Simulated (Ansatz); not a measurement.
# Point defect: Si interstitial in Si

Theory: Ansatz, DFT PBEsol, scalar-relativistic, plane waves, PAW. (420 eV cutoff, 3×3×3 k-mesh, Gaussian smearing of 0.02 eV, collinear spin in charge +1, -1 alone)

Host crystal, relaxed:

```
CELL_PARAMETERS angstrom
0.00000 2.71692 2.71692
2.71692 0.00000 2.71692
2.71692 2.71692 0.00000
ATOMIC_POSITIONS crystal
Si 0.25000 0.25000 0.25000
Si 0.00000 0.00000 0.00000
```

Supercell of 32 atoms, rows in host cell vectors: 3 -1 -1; -1 3 -1; -1 -1 3. Atoms relax at the host's cell, keeping the symmetry that the supercell leaves at the site. The cell is small, so energies carry finite-size errors of tenths of an eV. The host's Kohn–Sham gap is 0.46 eV. Atoms are taken from and returned to the elements' standard states. Charged cells are corrected for image charges with the computed static dielectric tensor (mean 13.3) and aligned with the host's potential at far atoms (alignment terms reach 0.38 eV). No band-filling term is added, and the Fermi level counts from the host's valence band top.

Starting moments were lost in some runs.

Defect: Si interstitial set at (0.500, 0.500, 0.500) of the host cell. Before relaxation its nearest neighbours are 4 Si at 2.35 Å, 6 Si at 2.72 Å.

| charge | E_f at the valence band top (eV) | over the neutral state (eV) | moment (μB) | largest move (Å) | atoms near the site |
| --- | --- | --- | --- | --- | --- |
| +1 | 2.80 | -0.52 | 0.00 | 0.11 | 4 Si at 2.47 Å, 6 Si at 2.75 Å |
| 0 | 3.33 | 0.00 | 0.00 | 0.12 | 4 Si at 2.48 Å, 6 Si at 2.73 Å |
| -1 | 4.27 | 0.94 | 1.29 | 0.13 | 4 Si at 2.48 Å, 6 Si at 2.72 Å |

Among the charges computed the stable one is +1 at the valence band top and stays so across the gap. In charge +1, 0, -1 the cell has partly filled bands: a level of the defect may be part filled, the carrier may sit in the host's bands, or levels may cross between the k points, so transitions that involve it are doubtful. Other sites of the defect weren't tried. Fractional moments come from partly filled bands of the small cell.